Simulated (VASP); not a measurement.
CdTe in VASP 6.6.1, single-point calculation

INCAR

```
IBRION = -1
LCHARG = .FALSE.
ENCUT = 520
ALGO = Fast
NBANDS = 16
ISIF = 2
LREAL = Auto
ISMEAR = 1
EDIFF = 1E-7
SIGMA = 0.1
LWAVE = .FALSE.
NSW = 0
PREC = Accurate
GGA = PE
NELM = 62
LASPH = .TRUE.
```

KPOINTS

```
KPOINTS created by Atomic Simulation Environment
0
Gamma
6 6 6
0 0 0
```

POSCAR

```
Cd Te
 1.0000000000000000
     0.0000000000000000    3.2799551162000000    3.3127546673000001
     3.2799551162000000    0.0000000000000000    3.3127546673000001
     3.2799551162000000    3.2799551162000000    0.0000000000000000
 Cd  Te
   1   1
Cartesian
  0.0000000000000000  0.0000000000000000  0.0000000000000000
  1.6399775581000000  1.6399775581000000  1.6563773336500001
```

The recommended PBE PAW datasets give the neutral cell 18 valence electrons.

Command

```
mpirun -np 1 vasp_std
```

How does this run end, and what does it give?

It converged. Results: gap between bands v and c on the k mesh 0.62 eV; least direct gap on the k mesh 0.62 eV; pressure 0.7 GPa. Band v is the last that the valence electrons fill when counted band by band, and c is the next.

OSZICAR

```
N       E                     dE             d eps       ncg     rms          rms(c)
DAV:   1     0.100928919146E+03    0.10093E+03   -0.82575E+03   960   0.971E+02
DAV:   2    -0.134306736455E+01   -0.10227E+03   -0.97180E+02  1160   0.234E+02
DAV:   3    -0.500568587092E+01   -0.36626E+01   -0.36589E+01  1208   0.462E+01
DAV:   4    -0.503943290395E+01   -0.33747E-01   -0.33746E-01  1456   0.393E+00
DAV:   5    -0.503952650794E+01   -0.93604E-04   -0.93604E-04  1256   0.187E-01    0.509E+00
RMM:   6    -0.482084212052E+01    0.21868E+00   -0.34319E-01   960   0.396E+00    0.401E+00
RMM:   7    -0.480403845844E+01    0.16804E-01   -0.70436E-02   975   0.138E+00    0.164E+00
RMM:   8    -0.480458578988E+01   -0.54733E-03   -0.56479E-03  1049   0.762E-01    0.333E-01
RMM:   9    -0.480485973564E+01   -0.27395E-03   -0.10218E-03  1062   0.255E-01    0.658E-02
RMM:  10    -0.480492482732E+01   -0.65092E-04   -0.21087E-04  1099   0.103E-01    0.240E-02
RMM:  11    -0.480493185755E+01   -0.70302E-05   -0.39166E-05  1075   0.458E-02    0.169E-02
RMM:  12    -0.480493290868E+01   -0.10511E-05   -0.74456E-06  1136   0.236E-02    0.552E-03
RMM:  13    -0.480493290911E+01   -0.42928E-09   -0.18164E-06  1107   0.105E-02    0.152E-03
RMM:  14    -0.480493295299E+01   -0.43886E-07   -0.44943E-07   923   0.517E-03
   1 F= -.48049330E+01 E0= -.48049629E+01  d E =0.898313E-04
```

Standard output (part)

```
POSCAR found type information on POSCAR CdTe
 POSCAR found :  2 types and       2 ions
|     You have a (more or less) 'small supercell' and for smaller cells       |
|     it is recommended to use the reciprocal-space projection scheme!        |
|     The real-space optimization is not efficient for small cells and it     |
|     is also less accurate ...                                               |
|     Therefore, set LREAL=.FALSE. in the INCAR file.                         |
 LDA part: xc-table for (Slater+PW92), standard interpolation
 POSCAR, INCAR and KPOINTS ok, starting setup
 WAVECAR not read
 entering main loop
```

For comparison, a separate PBE run of the intended cell, on usual settings and not on those above, gives a gap of 0.62 eV on its mesh and a pressure of 0.7 GPa.
